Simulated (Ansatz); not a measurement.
## Ga under changes of volume

One of the cells (18.191 Å³/atom); the others are scaled copies at fixed shape and fractional positions:

```
Ga
1.0
     2.77842    0.00000    0.00000
     0.00000    3.28161    0.00000
    -1.34343    0.00000    3.99027
Ga
2
Direct
  0.13460 0.75000 0.77017
  0.86540 0.25000 0.22983
```

This isn't the form of Ga at room conditions, which is orthorhombic.

| Item | Value |
| --- | --- |
| Program | Ansatz 0.2.0 |
| Functional | r2SCAN |
| Potentials or basis | Ansatz PAW |
| Cutoff | 500 eV (not typed: the program's choice for these potentials) |
| k mesh | 10 × 8 × 7 |
| Occupations | fermi-dirac, width 0.05 eV |
| Spin | no spin polarisation |

| volume (Å³/atom) | energy over the lowest point (meV/atom) | pressure (GPa) | largest force (eV/Å) |
| --- | --- | --- | --- |
| 17.100 | 13.46 | 4.2 | 0.077 |
| 17.463 | 5.69 | 2.6 | 0.067 |
| 17.827 | 1.33 | 1.2 | 0.059 |
| 18.191 | 0.00 | -0.1 | 0.053 |
| 18.555 | 1.45 | -1.2 | 0.048 |
| 18.919 | 5.42 | -2.3 | 0.042 |
| 19.283 | ? | ? | ? |

**Question.** What does the run at 19.283 Å³/atom give?

**Answer.** Energy over the lowest point 11.58 meV/atom; pressure -3.2 GPa; largest force 0.037 eV/Å.

Worked out: A Birch-Murnaghan fit of order 3 (a polynomial in V^(-2/3)) to the other rows has its minimum at 18.18 Å³/atom with B0 = V·E''(V) = 61 GPa and B' = 4.1 at fixed shape and positions, which overstates the stiffness. It gives 11.64 meV/atom at 19.283 Å³/atom, against the run's 11.58, and -dE/dV = -3.2 GPa, against -3.2.

Energies are extrapolated to zero smearing.

Caveats: the PAW data sets come from PBE, with cores solved anew for the run's functional, which leaves a small shift of forces and pressure.
